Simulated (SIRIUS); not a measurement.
## Ag in SIRIUS: convergence with density tol

The system is Ag.

```xyz
1
Lattice="0.0000 2.0427 2.0427 2.0427 0.0000 2.0427 2.0427 2.0427 0.0000" Properties=species:S:1:pos:R:3 pbc="T T T"
Ag    0.0000    0.0000    0.0000
```

```yaml
Program: SIRIUS 7.10.0
Task: single point
Functional: PBE
Potentials_or_basis: SSSP 1.3.0 PBE efficiency
Cutoff: 828 eV
Density_cutoff: 3311 eV
k_mesh: 11 × 11 × 11
Occupations: fermi-dirac, width 0.05 eV
Spin: no spin polarisation
```

These are the settings of the first run; the series varies density tol, with any setting tied to it.

Hardware: 1 thread of Arm Neoverse N1 (shared host).

| density tol | energy less the tightest run, at zero smearing (meV/atom) | SCF cycles | CPU time (s) | peak memory (GiB) |
| --- | --- | --- | --- | --- |
| 0.01 | 0.00 | 11 | 32 | 0.23 |
| 0.001 | 0.00 | 11 | 32 | 0.23 |
| 0.0001 | 0.00 | 11 | 32 | 0.23 |
| 1e-05 | 0.00 | 11 | 32 | 0.23 |
| 1e-06 | 0.00 | 11 | 32 | 0.22 |
| 1e-07 | 0.00 | 13 | 36 | 0.23 |

Against the tightest run, the energy stays within 1 meV/atom from 0.01 on. The tightest run that finished is the yardstick and may itself not be fully converged.
